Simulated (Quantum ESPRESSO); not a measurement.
**Ge: single point with PBEsol**

Ge:

```
CELL_PARAMETERS angstrom
3.99759 0.00000 0.00000
-1.99879 3.46201 0.00000
0.00000 0.00000 6.59938
ATOMIC_POSITIONS crystal
Ge 0.33333 0.66667 0.93710
Ge 0.66667 0.33333 0.43710
Ge 0.33333 0.66667 0.56290
Ge 0.66667 0.33333 0.06290
```

This isn't the form of Ge at room conditions, which is diamond.

- Program: Quantum ESPRESSO 7.5
- Task: single point
- Functional: PBEsol
- Potentials or basis: GBRV 1.5 PBEsol
- Cutoff: 612 eV
- Density cutoff: 4898 eV
- k mesh: 8 × 8 × 4
- Occupations: fermi-dirac, width 0.05 eV
- Spin: no spin polarisation
- Mixing beta: 0.5
- Most SCF iterations: 120
- SCF threshold: 8e-10 Ry

| Property | Result |
| --- | --- |
| Pressure | -0.3 GPa |
| Largest force | 0.004 eV/Å |
| Band gap on the k mesh | 0.11 eV, indirect (least direct gap 0.17 eV) |

Forces in eV/Å, atoms in the order of the input:
```
Ge   0.000  0.000 -0.004
Ge   0.000  0.000 -0.004
Ge   0.000  0.000  0.004
Ge   0.000  0.000  0.004
```

Stress tensor (GPa, compression positive):
```
-0.17  0.00  0.00
 0.00 -0.17  0.00
 0.00  0.00 -0.48
```

Levels at points of the mesh, in eV from the valence-band top:
```csv
k point,band 24,band 25,band 26,band 27,band 28,band 29,band 30,band 31,band 32,band 33
"(0.00, 0.00, 0.00)",-1.43,-1.43,-0.11,-0.09,0.00,0.17,0.17,2.29,2.29,2.78
"(0.00, 0.00, -0.50)",-4.78,-0.81,-0.81,-0.81,-0.81,0.68,0.68,3.39,3.39,3.39
"(0.00, -0.50, 0.00)",-6.71,-4.55,-3.02,-2.79,-1.40,0.51,1.65,3.53,3.72,4.34
"(0.00, -0.50, -0.50)",-7.84,-2.51,-2.51,-2.37,-2.37,0.52,0.52,2.10,2.10,6.13
```

Wall time 36 s on 2 MPI ranks on Arm Neoverse V1, with other jobs on the host, peak memory 0.4 GiB a rank.

A k mesh can miss the band edges.
